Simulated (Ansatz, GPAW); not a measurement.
# Ballistic transport through a Ga chain with an H atom on top of one atom, from relaxation to T(E), part 2 of 3

Aim: the conductance of a Ga chain with an H atom on top of one atom after relaxation, and whether geometry, basis or functional moves it most.

GPAW 26.7.0 and Ansatz 0.2.0; Ansatz plane waves; relaxation of the junction with the lead ends held (the session's first sound run).

So far. Step 2 (Relaxing the atoms): The relaxation lowered the energy of the cell by 0.913 eV.

## Step 3: Plane waves, PBE

A plane-wave run comes first: its basis does not favour the atoms, so it serves as the reference for the orbital bases.

This step: Ansatz plane waves; Landauer transmission by layers, zero bias (Ansatz 0.2.0).

input.yaml

```yaml
crystal:
  lattice:
    - [9.0, 0.0, 0.0]
    - [0.0, 9.0, 0.0]
    - [0.0, 0.0, 33.15]
  atoms:
    - { symbol: Ga, position: [0.5, 0.5, 0.0384615385] }
    - { symbol: Ga, position: [0.5, 0.5, 0.1153846154] }
    - { symbol: Ga, position: [0.5, 0.5, 0.1923076923] }
    - { symbol: Ga, position: [0.5, 0.5, 0.2692307692] }
    - { symbol: Ga, position: [0.4449747746, 0.4013597516, 0.3439929254] }
    - { symbol: Ga, position: [0.4808722861, 0.4980236859, 0.4229158852] }
    - { symbol: Ga, position: [0.5140696517, 0.4467909998, 0.5002509276] }
    - { symbol: H, position: [0.691829191, 0.4868998182, 0.4999528837] }
    - { symbol: Ga, position: [0.4806556933, 0.4976048301, 0.5776393837] }
    - { symbol: Ga, position: [0.4312429381, 0.4086120837, 0.6564212518] }
    - { symbol: Ga, position: [0.5, 0.5, 0.7307692308] }
    - { symbol: Ga, position: [0.5, 0.5, 0.8076923077] }
    - { symbol: Ga, position: [0.5, 0.5, 0.8846153846] }
    - { symbol: Ga, position: [0.5, 0.5, 0.9615384615] }
kpoints:
  mp_grid: { grid: [1, 1, 3] }
hamiltonian:
  xc: pbe
scf:
  occupations: { method: fermi_dirac, width: 0.1 }
output:
  transmission:
    leads: [[0, 1]]
    e_range: [-2, 2]
    de: 0.025
    kmesh: [1, 1]
    reduced_basis: true
  write_potential: true
  write_density: true
  volumetric_format: npy
```

The run is started by

```bash
> ansatz run input.yaml --threads 4 --pin off --max-ram 8192MiB --backend cpu --events-out ev --progress --plain --runs-dir out
```

Numbers of over 12 decimals in the logs are rounded to 6 here.

The log of the run:

```text
[...]
Crystal: 14 atoms, lattice volume = 2685.150 Å³
Basis set: ecut = 420 eV, 52379 PW (Γ)
Bands: 102, of which v1, the nominal top of the filled ones, is band 85 counted from 1 (84 counted from 0)
Symmetry: 1 space group operations
[...]
k-points: 2 of 3 (time reversal used)
[...]
SCF iter   1: F=—  HF=-49178.768669 eV  |F-HF|=—  |Δ(HF+E_count)|=         —  Δρ=1.44e-3  dr2=1.12e0  ethr=1.77e-3  ⟨swp⟩=6.0  Hψ=693  notcnv=0
[...]
SCF iter  11: F=-49178.741407 eV  HF=-49178.741407 eV  |F-HF|=5.12e-9  |Δ(HF+E_count)|=   3.06e-8  Δρ=4.67e-7  dr2=1.99e-8  ethr=5.88e-11  ⟨swp⟩=6.0  Hψ=511  notcnv=0
SCF 1 converged in 11 iterations: F = -49178.741407 eV  dr2 = 1.99e-8
[...]
transmission: 42 of 252 steps passed
transmission: 84 of 252 steps passed
[...]
transmission: 252 of 252 steps passed
WARN: The output density's exchange-correlation potential varies sharply where the density is thin. Do not read a vacuum level from v_tot or v_xc, or from such a field of the output density. On a cell that repeats whose density bears no net charge and no dipole along the vacuum's axis use v_es (v_loc + v_h of the components); under efield.dipole_correction with no amplitude use v_es + v_field, which holds any externa [...]
SCF converged after 11 iterations
Free energy (F): -49178.741407 eV
[...]
Internal energy: -49178.015646 eV  (E = F + TS)
E sigma→0 (E₀):  -49178.378526 eV
Entropy (-TS):   -0.725761 eV (-51.840 meV/atom)
Fermi energy:    -2.517100 eV
[...]
--- Band table (eV) ---
  k-point 0: bands = [... 81 lower, -2.7406, -2.7233, -2.6207, -2.5046, -2.5018, -2.3834, -2.3394, -2.1824, ... 13 higher]
  k-point 1: bands = [... 81 lower, -2.7404, -2.7150, -2.6537, -2.5751, -2.5134, -2.4260, -2.2260, -2.1479, ... 13 higher]
--- Transmission ---
  basis      : 717 plane waves across, 42 finite elements along
  points     : 1, standing for a mesh of 1 x 1
  filling    : by the input's occupations and mesh, since the crystals that have channels conduct as metals do. If one of these is a semiconductor, that mesh has misplaced its level
  energies   : 161 from -2.000000 to 2.000000 eV about the Fermi level, 0.025000 eV apart; the leads are filled to 0.000000 eV, and channels, transmission and decay are at 0.000000 eV
  crystal 0  : Ga1, at the sites [0, 1], period 2.5500 Å, over 20.40 Å; its Hamiltonian steps by up to 16.0 meV
    offset         : up to 0.0000 Å between an atom of the period and one for which it stands
    filled         : 28.5 meV over the level at which it is neutral
    channels       : 3.000000e0 a spin
    conductance    : 2.8696e14 S/m² at 300 K; may be off by some 0.0 % by where its bands' edges are placed, 0.0 % from the distance to neutral
  junction   : crystal 0 to crystal 0, 0.70 to 31.30 Å
    transmission   : 1.150274e0 a spin
    error estimate : 3.398119e-4 a spin from the reduction of the transverse basis, at the most 1.163342e-3 at -0.125000 eV
    conductance    : 1.0968e14 S/m² at 300 K (1.0968e14 on every other energy)
    error estimate : 0.0 % from the energy spacing and 0.0 % from band edges of the leads and from resonances (wavevectors taken as independent; lower de), 0.0 % from the reduction of the transverse basis, 2.9 % from the steps of its leads' Hamiltonians or their offsets (lay more layers), 2.8 % from the distance to neutral
    resistance     : 5.6328e-3 Ω µm² beyond half of each lead's own
```

Wall time 54 s (4 threads of Intel Xeon 6975P-C (Granite Rapids), shared host); peak memory 2.7 GiB.

In the SCF lines HF is the Harris–Foulkes energy and dr2 the Hartree energy of the density residual, in eV; the loop may stop once dr2 is under the threshold and the program's other checks hold. Hψ counts applications of the Hamiltonian.

This step gave:

```yaml
lead_level: 0 eV from the Fermi level
transmission_at_the_fermi_level_one_spin: 1.150
open_channels_of_the_lead_at_the_fermi_level_one_spin: 3
step_of_the_potential_along_the_lead: 16 meV
offset_of_the_lead: 0 Å
filling_of_the_lead_less_its_bulk_value_in_size: 28.5 meV
conductance: 1.147 G₀
```

One spin. Table of transmission, zone mean by energy, zero at the Fermi level:

```tsv
energy (eV)	transmission, zone mean
-2.000	0.00662
-1.900	0.00139
-1.800	7.1e-4
-1.700	0.0170
-1.600	0.0928
-1.500	0
-1.400	0.472
-1.375	0.548
-1.300	0.455
-1.200	0.348
-1.100	0.298
-1.000	0.285
-0.900	0.302
-0.800	0.360
-0.700	0.498
-0.600	0.795
-0.525	0.999
-0.500	0.970
-0.400	0.499
-0.300	0.244
-0.200	0.751
-0.100	1.03
0.000	1.15
0.100	1.24
0.200	1.33
0.300	1.41
0.400	1.48
0.500	1.55
0.600	1.62
0.700	1.70
0.800	1.78
0.900	1.88
1.000	1.97
1.100	2.06
1.200	2.13
1.300	2.16
1.400	2.18
1.500	2.16
1.600	2.13
1.700	2.07
1.800	2.00
1.900	1.91
2.000	1.80
```

One spin. Open channels, zone mean against energy, zero at the Fermi level:

```tsv
energy (eV)	open channels, zone mean
-2.000	1
-1.900	1
-1.800	1
-1.700	1
-1.600	1
-1.500	0
-1.400	1
-1.300	1
-1.200	1
-1.100	1
-1.000	1
-0.900	1
-0.800	1
-0.700	1
-0.600	1
-0.500	1
-0.400	1
-0.300	1
-0.200	3
-0.100	3
0.000	3
0.100	3
0.200	3
0.300	3
0.400	3
0.500	3
0.600	3
0.700	3
0.800	3
0.900	3
1.000	3
1.100	3
1.200	3
1.300	3
1.400	3
1.500	3
1.600	3
1.700	3
1.800	3
1.900	3
2.000	3
```

Crystal 0, spin -, k parallel (0, 0); distinct values, listed up to 1.5 1/Å. Table of Im kz of the slowest decaying states by energy, zero at the Fermi level:

```tsv
energy (eV)	decay 1 (Å⁻¹)	decay 2 (Å⁻¹)	decay 3 (Å⁻¹)	decay 4 (Å⁻¹)
-2.0000	0.645	0.645	1.14	1.27
-1.7500	0.598	0.598	1.11	1.24
-1.5000	0.00421	0.546	0.547	1.08
-1.2500	0.489	0.490	1.05	1.19
-1.0000	0.423	0.425	1.01	1.16
-0.7500	0.345	0.346	0.981	1.13
-0.5000	0.241	0.243	0.947	1.10
-0.2500	0.911	1.07	1.18	1.18
0.0000	0.873	1.04	1.15	1.15
0.2500	0.834	1.01	1.13	1.13
0.5000	0.793	0.973	1.10	1.10
0.7500	0.750	0.938	1.07	1.07
1.0000	0.704	0.902	1.04	1.04
1.2500	0.655	0.865	1.01	1.01
1.5000	0.602	0.826	0.972	0.975
1.7500	0.544	0.785	0.937	0.942
2.0000	0.479	0.741	0.901	0.907
```

Crystal 0, spin -, k parallel (0, 0). The Re kz of states that move upwards by energy, zero at the Fermi level:

```tsv
energy (eV)	channel 1 (Å⁻¹)	channel 2 (Å⁻¹)	channel 3 (Å⁻¹)
-2.000	1.18	-	-
-1.900	1.19	-	-
-1.800	1.20	-	-
-1.700	1.21	-	-
-1.600	1.22	-	-
-1.500	-	-	-
-1.400	-1.23	-	-
-1.300	-1.22	-	-
-1.200	-1.21	-	-
-1.100	-1.20	-	-
-1.000	-1.19	-	-
-0.900	-1.18	-	-
-0.800	-1.17	-	-
-0.700	-1.16	-	-
-0.600	-1.15	-	-
-0.500	-1.14	-	-
-0.400	-1.13	-	-
-0.300	-1.12	-	-
-0.200	-1.11	0.120	0.124
-0.100	-1.10	0.198	0.200
0.000	-1.09	0.253	0.255
0.100	-1.08	0.298	0.300
0.200	-1.07	0.337	0.339
0.300	-1.06	0.372	0.374
0.400	-1.05	0.405	0.406
0.500	-1.04	0.435	0.436
0.600	-1.04	0.463	0.464
0.700	-1.03	0.490	0.491
0.800	-1.02	0.515	0.516
0.900	-1.01	0.539	0.540
1.000	-1.00	0.562	0.563
1.100	-0.992	0.585	0.586
1.200	-0.983	0.606	0.607
1.300	-0.975	0.627	0.628
1.400	-0.966	0.648	0.649
1.500	-0.958	0.668	0.669
1.600	-0.949	0.687	0.688
1.700	-0.941	0.706	0.707
1.800	-0.933	0.724	0.725
1.900	-0.924	0.743	0.743
2.000	-0.916	0.760	0.761
```

The electrostatic potential energy of an electron (with the applied field's), less the Fermi level, planar mean oscillates, so the rows of the table below give means over windows of 2.5 Å about each position, cut where the curve ends. Its maxima inside the range that stand out by 2 % of the span (Å: eV): 2.5: 3.62, 5.2: 3.61, 7.7: 3.56, 10.2: 3.45, 12.7: 3.42, 15.3: 3.62, 17.8: 3.62, 20.5: 3.43, 23.0: 3.45, 25.5: 3.56, 28.0: 3.61, 30.6: 3.62. Its minima: 1.3: 2.62, 3.8: 2.61, 6.3: 2.58, 9.0: 2.52, 11.3: 2.43, 14.0: 2.38, 16.6: 2.48, 19.2: 2.39, 21.8: 2.44, 24.2: 2.53, 26.8: 2.58, 29.3: 2.61, 31.8: 2.62.

Electrostatic potential energy of an electron (with the applied field's), less the Fermi level, planar mean against z; means over each step:

z (Å), electrostatic potential energy of an electron (with the applied field's), less the Fermi level, planar mean (eV) and a bar from the least value:
```
     1.25       3.09 ############################
     3.75       3.09 ############################
     6.25       3.06 ########################
     8.75       3.00 ###############
    11.25       2.91 ##
    13.75       2.89 
    16.25       3.10 ##############################
    18.75       2.95 #########
    21.25       2.92 ####
    23.75       2.97 ###########
    26.25       3.05 #######################
    28.75       3.10 #############################
    31.25       3.10 ##############################
```

The valence density, planar mean oscillates, so the rows of the table below give means over windows of 2.5 Å about each position, cut where the curve ends. Its maxima inside the range that stand out by 2 % of the span (Å: e/Å³): 1.3: 0.211, 3.8: 0.216, 6.3: 0.213, 9.0: 0.209, 11.3: 0.209, 14.0: 0.214, 16.6: 0.222, 19.2: 0.215, 21.8: 0.212, 24.2: 0.209, 26.8: 0.213, 29.3: 0.216, 31.8: 0.211. Its minima: 2.5: 0.0137, 5.2: 0.0139, 7.7: 0.0137, 10.2: 0.0146, 12.7: 0.0127, 15.2: 0.0139, 18.0: 0.0138, 20.5: 0.0128, 23.0: 0.0148, 25.5: 0.0137, 28.0: 0.0139, 30.6: 0.0137.

Table of valence density, planar mean by z; means over each step:

```tsv
z (Å)	valence density, planar mean (e/Å³)
1.25	0.0639
3.75	0.0639
6.25	0.0640
8.75	0.0641
11.25	0.0640
13.75	0.0631
16.25	0.0695
18.75	0.0633
21.25	0.0634
23.75	0.0645
26.25	0.0638
28.75	0.0637
31.25	0.0636
```

T at the Fermi level is 1.15 of 3 open channels a spin.

## Step 4: GPAW, dzp

The script solves lead and junction separately, takes H and S in the orbital basis, and joins semi-infinite leads through their self-energies; the dzp basis is the working standard.

This step: GPAW LCAO, PAW setups; Landauer transmission from Green's functions with principal layers (ASE), zero bias (GPAW 26.7.0).

run.py

```python
import json
import numpy as np
from ase import Atoms
from ase.transport.calculators import TransportCalculator
from gpaw import GPAW, FermiDirac
from gpaw.lcao.tools import get_lcao_hamiltonian
from scipy.linalg import eigh

# The junction with lead layers at both ends, along the third cell vector
device = Atoms(
    ['Ga', 'Ga', 'Ga', 'Ga', 'Ga', 'Ga', 'Ga', 'H', 'Ga', 'Ga', 'Ga', 'Ga', 'Ga', 'Ga'],
    positions=[
        [4.50000, 4.50000, 1.27500],
        [4.50000, 4.50000, 3.82500],
        [4.50000, 4.50000, 6.37500],
        [4.50000, 4.50000, 8.92500],
        [4.00477, 3.61224, 11.40337],
        [4.32785, 4.48221, 14.01966],
        [4.62663, 4.02112, 16.58332],
        [6.22646, 4.38210, 16.57344],
        [4.32590, 4.47844, 19.14875],
        [3.88119, 3.67751, 21.76036],
        [4.50000, 4.50000, 24.22500],
        [4.50000, 4.50000, 26.77500],
        [4.50000, 4.50000, 29.32500],
        [4.50000, 4.50000, 31.87500]],
    cell=[[9.0, 0.0, 0.0], [0.0, 9.0, 0.0], [0.0, 0.0, 33.15]],
    pbc=True)

# One principal layer of the lead: the first 3 atoms of the device
lead = Atoms(
    ['Ga', 'Ga', 'Ga'],
    positions=[
        [4.50000, 4.50000, 1.27500],
        [4.50000, 4.50000, 3.82500],
        [4.50000, 4.50000, 6.37500]],
    cell=[[9.0, 0.0, 0.0], [0.0, 9.0, 0.0], [0.0, 0.0, 7.65]],
    pbc=True)

settings = dict(mode='lcao', basis='dzp', xc='PBE', h=0.2,
                occupations=FermiDirac(0.1), maxiter=250,
                mixer=dict(beta=0.1, nmaxold=8, weight=100.0),
                convergence=dict(density=0.0001))
energies = np.arange(-2, 2 + 1e-9, 0.025)
eta = 0.0001
n1, n2 = 1, 1
# k and -k transmit alike, so half of the mesh across the current serves
mesh = [(i, j) for i in range(n1) for j in range(n2) if (i, j) <= (-i % n1, -j % n2)]
weights = np.array([1 if (i, j) == (-i % n1, -j % n2) else 2 for i, j in mesh]) / (n1 * n2)

# [... helper functions left out ...]
fermi_lead = ground_state(lead, (1, 1, 15), 'lead.txt')
fermi_device = ground_state(device, (1, 1, 3), 'device.txt')
# [... loop over the mesh left out, but for ...]
        # Shift the lead onto the potential of the device's first layer
        shift = ((H[:, 0, 0] - H0[:, 0, 0]) / S0[0, 0]).real.mean()
# [...]
kT = 8.617333e-5 * 300
bias = [0.1, 0.2, 0.5, 1.0, 1.5, 2.0]
# [... integrals and printing left out ...]
```

The run is started by

```bash
> OMP_NUM_THREADS=1 OPENBLAS_NUM_THREADS=1 python run.py
```

The log of the run:

```text
basis functions: device 174, principal layer 39
Fermi level: lead -2.8498 eV, device -2.7742 eV; lead shifted by -0.0048 eV
largest coupling past the next layer 6.03e-05 eV, largest misfit of the first layer 0.023 eV
  E-E_F (eV)   T (one spin)  [channel counts left out]
    -2.000    5.2312e-03
    -1.975    3.8526e-03
    -1.950    2.5994e-03
    -1.925    1.5155e-03
    -1.900    6.6210e-04
    -1.875    1.2510e-04
    -1.850    2.4634e-05
    -1.825    5.2988e-04
    -1.800    1.8803e-03
    -1.775    4.4171e-03
    -1.750    8.6289e-03
    -1.725    1.5219e-02
    -1.700    2.5198e-02
    -1.675    4.0007e-02
    -1.650    6.1641e-02
    -1.625    9.2672e-02
[...]
1.825    2.0876e+00
     1.850    2.0724e+00
     1.875    2.0564e+00
     1.900    2.0398e+00
     1.925    2.0225e+00
     1.950    2.0047e+00
     1.975    1.9864e+00
     2.000    1.9677e+00
conductance at 300 K: 1.147 G0 a cell; thermopower -7.181 uV/K
current from the zero-bias T(E) at 0.1 V: 8.8737 uA
current from the zero-bias T(E) at 0.2 V: 17.66 uA
current from the zero-bias T(E) at 0.5 V: 41.822 uA
current from the zero-bias T(E) at 1.0 V: 80.286 uA
current from the zero-bias T(E) at 1.5 V: 126.13 uA
current from the zero-bias T(E) at 2.0 V: 168.89 uA
```

Elapsed: 59 s, on 1 thread; peak memory 1.1 GiB.

This step gave:

```
thermopower                                    : -7.181 μV/K
largest coupling past the next principal layer : 6.03e-5 eV
largest misfit of the first principal layer    : 0.02291 eV
shift that aligns the lead                     : -0.004819 eV
basis functions of the junction                : 174
basis functions of a principal layer           : 39
transmission at the Fermi level (one spin)     : 1.151
```

One spin. Transmission, zone mean against energy, zero at the Fermi level:

```tsv
energy (eV)	transmission, zone mean
-2.000	0.00523
-1.900	6.6e-4
-1.800	0.00188
-1.700	0.0252
-1.600	0.136
-1.525	0.267
-1.500	5.5e-5
-1.400	0.704
-1.300	0.497
-1.200	0.373
-1.100	0.319
-1.000	0.305
-0.900	0.323
-0.800	0.385
-0.700	0.529
-0.600	0.823
-0.525	0.997
-0.500	0.959
-0.400	0.499
-0.300	0.249
-0.200	0.734
-0.100	1.02
0.000	1.15
0.100	1.24
0.200	1.33
0.300	1.41
0.400	1.49
0.500	1.55
0.600	1.62
0.700	1.70
0.800	1.78
0.900	1.88
1.000	1.97
1.100	2.06
1.200	2.13
1.300	2.18
1.400	2.21
1.450	2.21
1.500	2.21
1.600	2.19
1.700	2.15
1.800	2.10
1.900	2.04
2.000	1.97
```

Not self-consistent under bias; the bias window is split evenly. Table of current through one cell, from the zero-bias transmission by bias:

```tsv
bias (V)	current through one cell, from the zero-bias transmission (μA)
0.100	8.87
0.200	17.7
0.500	41.8
1.000	80.3
1.500	126
2.000	169
```

The transmission of the three most open eigenchannels by energy, zero at the Fermi level:

```tsv
energy (eV)	channel 1	channel 2	channel 3
-2.000	0.00523	1.3e-12	0
-1.900	6.6e-4	1.2e-12	0
-1.800	0.00188	1.2e-12	0
-1.700	0.0252	1.2e-12	0
-1.600	0.136	1.2e-12	0
-1.500	5.5e-5	1.1e-12	0
-1.400	0.704	1.1e-12	0
-1.300	0.497	1.1e-12	0
-1.200	0.373	1.0e-12	0
-1.100	0.319	1.0e-12	0
-1.000	0.305	0	0
-0.900	0.323	0	0
-0.800	0.385	0	0
-0.700	0.529	0	0
-0.600	0.823	0	0
-0.500	0.959	0	0
-0.400	0.499	0	0
-0.300	0.249	2.1e-10	2.3e-11
-0.200	0.704	0.0270	0.00265
-0.100	0.931	0.0836	0.00616
0.000	0.988	0.153	0.0102
0.100	0.997	0.232	0.0160
0.200	0.998	0.309	0.0250
0.300	0.998	0.375	0.0387
0.400	0.997	0.430	0.0579
0.500	0.995	0.475	0.0823
0.600	0.993	0.520	0.110
0.700	0.991	0.572	0.137
0.800	0.989	0.634	0.161
0.900	0.987	0.708	0.182
1.000	0.986	0.788	0.199
1.100	0.983	0.865	0.214
1.200	0.980	0.928	0.227
1.300	0.975	0.969	0.239
1.400	0.993	0.963	0.250
1.500	0.999	0.947	0.260
1.600	0.995	0.923	0.269
1.700	0.988	0.889	0.275
1.800	0.980	0.846	0.277
1.900	0.974	0.793	0.272
2.000	0.972	0.736	0.260
```

At the Fermi level T is 1.15 against 1.15 in plane waves. Couplings past the next layer reach 6.0e-5 eV, small enough to drop; the matrix elements of the cell's first layer differ from the bulk lead's by up to 0.023 eV. That layer keeps its own values in the calculation, and only beyond it is the lead taken as perfect. The Fermi levels of lead and junction count from different zeros of potential, one for each periodic cell; with both set to zero, the small remaining shift is what aligns them. By hand: G = 1.147 × 77.48 μS = 88.9 μS, a resistance of 11.3 kΩ; at 0.1 V a linear junction would pass 8.89 μA, and the integral over the bias window gives 8.87 μA. Mott's formula, S = -(π²/3)(k_B²T/e) d ln T/dE, has the prefactor 7.33 μV/K·eV at 300 K; T = 1.125 at -0.025 eV and 1.176 at 0.025 eV give a slope of 0.896 per eV and S = -6.57 μV/K, beside -7.18 μV/K from the thermal integral, which interpolates the same grid.

## Step 5: Single-zeta polarised basis

The second zeta is dropped, the polarisation orbitals stay.

run.py, as its differences from that of step 4:

```diff
@@ -39,3 +39,3 @@
 
-settings = dict(mode='lcao', basis='dzp', xc='PBE', h=0.2,
+settings = dict(mode='lcao', basis='szp(dzp)', xc='PBE', h=0.2,
                 occupations=FermiDirac(0.1), maxiter=250,
```

The log of the run:

```text
basis functions: device 121, principal layer 27
Fermi level: lead -3.1746 eV, device -3.0851 eV; lead shifted by -0.0055 eV
largest coupling past the next layer 5.81e-05 eV, largest misfit of the first layer 0.018 eV
  E-E_F (eV)   T (one spin)  [channel counts left out]
    -2.000    1.8143e-03
    -1.975    9.8166e-04
    -1.950    3.7504e-04
[...]
1.975    2.0197e+00
     2.000    2.0035e+00
conductance at 300 K: 1.1555 G0 a cell; thermopower -7.649 uV/K
current from the zero-bias T(E) at 0.1 V: 8.9397 uA
current from the zero-bias T(E) at 0.2 V: 17.788 uA
current from the zero-bias T(E) at 0.5 V: 41.898 uA
current from the zero-bias T(E) at 1.0 V: 81.946 uA
current from the zero-bias T(E) at 1.5 V: 130.14 uA
current from the zero-bias T(E) at 2.0 V: 175.92 uA
```

It took 49 s on 1 thread; peak memory 1.1 GiB.

This step gave:

| Item | Value |
| --- | --- |
| conductance | 1.156 G₀ |
| thermopower | -7.649 μV/K |
| largest coupling past the next principal layer | 5.81e-5 eV |
| largest misfit of the first principal layer | 0.01781 eV |
| shift that aligns the lead | -0.005549 eV |
| basis functions of the junction | 121 |
| basis functions of a principal layer | 27 |
| transmission at the Fermi level (one spin) | 1.160 |

The conductance, 1.16 G₀, lies 0.7 % above that of the dzp run.

[end of part 2 of 3]

[Logs are printed without paths, hosts, clocks, repeated set-up lines and the standing remarks that a program may print on its own settings, such as how far it seeks lower states.]

[Hosts, paths, dates, database ids (printed as entryN), source tags and the programs' standing remarks are cut or masked in the printed files.]
